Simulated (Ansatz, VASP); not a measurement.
Hg in VASP and in Ansatz

```xyz
1
Lattice="-1.9459 1.9459 1.9459 1.9459 -1.9459 1.9459 1.9459 1.9459 -1.9459" Properties=species:S:1:pos:R:3 pbc="T T T"
Hg    0.0000    0.0000    0.0000
```

Alike in both runs: functional PBE; k mesh 16 × 16 × 16; occupations fermi-dirac, width 0.05 eV; no spin polarisation.

Ansatz relaxed the structure, and its values are those at the end. VASP's run is a single point on that final structure, the one shown.

```csv
,VASP,Ansatz
version,VASP 6.6.1,Ansatz 0.2.0
potentials or method,"VASP PAW PBE potentials, release 64 (Hg)","PAW with Ansatz's default frozen-core files, scalar-relativistic"
plane-wave cutoff (eV),520,420
valence electrons in the cell,12,20
```

Ansatz gave:

- pressure (GPa): 0.0

Question: What did VASP give for the same quantities?

Answer: Pressure (GPa): 0.1.

The two sets of potentials don't hold the same shells in valence.

Spin-orbit coupling is left out, which matters for the levels of Hg.
